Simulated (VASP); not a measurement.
All values below come from r2SCAN meta-GGA, VASP's PBE PAW potentials (set 64) (plane waves; VASP).

Input for VASP

INCAR:
```
SYSTEM = CsBr
PREC = Accurate
ENCUT = 520
EDIFF = 1E-6
NELM = 100
ALGO = Normal
LREAL = .FALSE.
LASPH = .TRUE.
ISMEAR = 0
SIGMA = 0.05
METAGGA = R2SCAN
LMIXTAU = .TRUE.
LMAXMIX = 4
LWAVE = .FALSE.
LCHARG = .FALSE.
IBRION = 2
ISIF = 3
NSW = 60
EDIFFG = -0.01
```

### KPOINTS
```
kpoints
0
G
6 6 6
0 0 0
```

POSCAR:
```
CsBr
1
    4.3267997216     0.0000000000     0.0000000000
    0.0000000000     4.3267997216     0.0000000000
    0.0000000000     0.0000000000     4.3267997216
Cs Br
1 1
Direct
  0.0000000000   0.0000000000   0.0000000000
  0.5000000000   0.5000000000   0.5000000000
```

POTCAR, in this order: Cs_sv Br (PBE.64 set). Program: vasp_std.

Output

### OUTCAR
```
 ion  position               nearest neighbor table
   1  0.000  0.000  0.000-
   2  0.500  0.500  0.500-
  LATTYP: Found a simple cubic cell.
 ALAT       =     4.3267997216
 Subroutine PRICEL returns:
 Original cell was already a primitive cell.
 Subroutine GETGRP returns: Found 48 space group operations
The static configuration has the point symmetry O_h .
The dynamic configuration has the point symmetry O_h .
 Subroutine INISYM returns: Found 48 space group operations
 Subroutine IBZKPT returns following result:
 Found     20 irreducible k-points:

 Following reciprocal coordinates:
            Coordinates               Weight
  0.000000  0.000000  0.000000      1.000000
  0.166667  0.000000  0.000000      6.000000
  0.333333  0.000000  0.000000      6.000000
  0.500000  0.000000  0.000000      3.000000
  0.166667  0.166667  0.000000     12.000000
  0.333333  0.166667  0.000000     24.000000
  0.500000  0.166667  0.000000     12.000000
  0.333333  0.333333  0.000000     12.000000
  0.500000  0.333333  0.000000     12.000000
  0.500000  0.500000  0.000000      3.000000
  0.166667  0.166667  0.166667      8.000000
  0.333333  0.166667  0.166667     24.000000
  0.500000  0.166667  0.166667     12.000000
  0.333333  0.333333  0.166667     24.000000
  0.500000  0.333333  0.166667     24.000000
  0.500000  0.500000  0.166667      6.000000
  0.333333  0.333333  0.333333      8.000000
  0.500000  0.333333  0.333333     12.000000
  0.500000  0.500000  0.333333      6.000000
  0.500000  0.500000  0.500000      1.000000
   k-points           NKPTS =     20   k-points in BZ     NKDIM =     20   number of bands    NBANDS=     12
   number of dos      NEDOS =    301   number of ions     NIONS =      2
   total plane-waves  NPLWV =  32768
   dimension x,y,z NGX =    32 NGY =   32 NGZ =   32
...
```

OSZICAR:
```
       N       E                     dE             d eps       ncg     rms          rms(c)
DAV:   1     0.573842862452E+02    0.57384E+02   -0.67549E+03   480   0.115E+03
DAV:   2    -0.389017670671E+02   -0.96286E+02   -0.90962E+02   712   0.185E+02
DAV:   3    -0.458745474111E+02   -0.69728E+01   -0.69509E+01   588   0.568E+01
DAV:   4    -0.459415474364E+02   -0.67000E-01   -0.66955E-01   560   0.650E+00
DAV:   5    -0.459421253411E+02   -0.57790E-03   -0.57784E-03   588   0.593E-01    0.173E+00
DAV:   6    -0.428783394879E+02    0.30638E+01   -0.60042E-01   536   0.651E+00    0.141E+00
DAV:   7    -0.416201749138E+02    0.12582E+01   -0.47567E-01   552   0.553E+00    0.565E-01
DAV:   8    -0.423457361678E+02   -0.72556E+00   -0.36774E-01   492   0.629E+00    0.447E-01
DAV:   9    -0.423558527108E+02   -0.10117E-01   -0.15982E-01   480   0.475E+00    0.269E-01
DAV:  10    -0.423422453017E+02    0.13607E-01   -0.16386E-01   480   0.461E+00    0.841E-02
DAV:  11    -0.423124416284E+02    0.29804E-01   -0.26423E-02   496   0.200E+00    0.662E-02
DAV:  12    -0.423232564604E+02   -0.10815E-01   -0.97240E-03   528   0.120E+00    0.523E-02
DAV:  13    -0.423221871218E+02    0.10693E-02   -0.24142E-04   540   0.169E-01    0.362E-02
DAV:  14    -0.423254299279E+02   -0.32428E-02   -0.15135E-03   488   0.491E-01    0.774E-03
DAV:  15    -0.423254845705E+02   -0.54643E-04   -0.64272E-05   552   0.109E-01    0.544E-03
DAV:  16    -0.423254979719E+02   -0.13401E-04   -0.16273E-06   436   0.168E-02    0.511E-03
DAV:  17    -0.423254832646E+02    0.14707E-04   -0.45995E-06   508   0.318E-02    0.390E-03
DAV:  18    -0.423255133371E+02   -0.30072E-04   -0.22715E-05   488   0.680E-02    0.192E-03
DAV:  19    -0.423255147643E+02   -0.14272E-05   -0.58529E-07   392   0.951E-03    0.146E-03
DAV:  20    -0.423255144261E+02    0.33818E-06   -0.12511E-07   284   0.433E-03
   1 F= -.42325514E+02 E0= -.42325514E+02  d E =-.423255E+02
```

File OUTCAR:
```
------------------------ aborting loop because EDIFF is reached ----------------------------------------
  FORCE on cell =-STRESS in cart. coord.  units (eV):
  Direction    XX          YY          ZZ          XY          YZ          ZX
  --------------------------------------------------------------------------------------
  Total       -0.0004100     -0.0004100     -0.0004100     -0.0000000     -0.0000000     -0.0000000
  in kB       -0.0081093     -0.0081093     -0.0081093     -0.0000000     -0.0000000     -0.0000000
  external PRESSURE =      -0.0081093 kB  Pullay stress =       0.0000000 kB
  volume of cell :       81.00
      direct lattice vectors                 reciprocal lattice vectors
     4.326799722  0.000000000  0.000000000     0.231117700  0.000000000  0.000000000
     0.000000000  4.326799722  0.000000000     0.000000000  0.231117700  0.000000000
     0.000000000  0.000000000  4.326799722     0.000000000  0.000000000  0.231117700
 POSITION                                       TOTAL-FORCE (eV/Angst)
 -----------------------------------------------------------------------------------
      0.00000      0.00000      0.00000         0.000000      0.000000      0.000000
      2.16340      2.16340      2.16340         0.000000      0.000000      0.000000
 -----------------------------------------------------------------------------------
    total drift:                                0.000000      0.000000     -0.000000
  FREE ENERGIE OF THE ION-ELECTRON SYSTEM (eV)
  ---------------------------------------------------
  free  energy   TOTEN  =       -42.3255144261 eV

  energy  without entropy=      -42.3255144261  energy(sigma->0) =      -42.32551443

 reached required accuracy - stopping structural energy minimisation
```
(Selected blocks of OUTCAR.)

### OUTCAR
```
 val. band max:       -0.7977736269   @ k =   0.5000   0.5000   0.0000

 cond. band min:       4.3658702667   @ k =   0.0000   0.0000   0.0000


 Fermi energy:        -0.5638815946

 k-point     1 :       0.0000    0.0000    0.0000
  band No.  band energies     occupation
      1     -21.1452      2.00000
      2     -13.5640      2.00000
      3      -7.3745      2.00000
      4      -7.3745      2.00000
      5      -7.3745      2.00000
      6      -0.8045      2.00000
      7      -0.8045      2.00000
      8      -0.8045      2.00000
      9       4.3659      0.00000
     10       4.6290      0.00000
     11       4.6290      0.00000
     12       8.9354      0.00000

 k-point     2 :       0.1667    0.0000    0.0000
  band No.  band energies     occupation
      1     -21.1328      2.00000
      2     -13.5667      2.00000
      3      -7.4722      2.00000
      4      -7.3508      2.00000
      5      -7.3508      2.00000
      6      -1.1791      2.00000
      7      -0.8495      2.00000
      8      -0.8495      2.00000
      9       4.8067      0.00000
     10       4.9925      0.00000
     11       5.2286      0.00000
     12       8.7852      0.00000

 k-point     3 :       0.3333    0.0000    0.0000
  band No.  band energies     occupation
      1     -21.1076      2.00000
      2     -13.5734      2.00000
      3      -7.6507      2.00000
      4      -7.3024      2.00000
      5      -7.3024      2.00000
      6      -1.7867      2.00000
      7      -0.9426      2.00000
      8      -0.9426      2.00000
      9       5.2743      0.00000
     10       6.2827      0.00000
     11       6.6270      0.00000
     12       8.6512      0.00000

 k-point     4 :       0.5000    0.0000    0.0000
  band No.  band energies     occupation
      1     -21.0948      2.00000
      2     -13.5775      2.00000
      3      -7.7324      2.00000
      4      -7.2776      2.00000
      5      -7.2776      2.00000
      6      -2.0464      2.00000
...
```

Unless said otherwise, spin-orbit coupling is left out, though it shifts the bands of the heavy elements here.

The compound is CsBr in the CsCl type structure. It was relaxed first. The start is the result of an earlier pass.
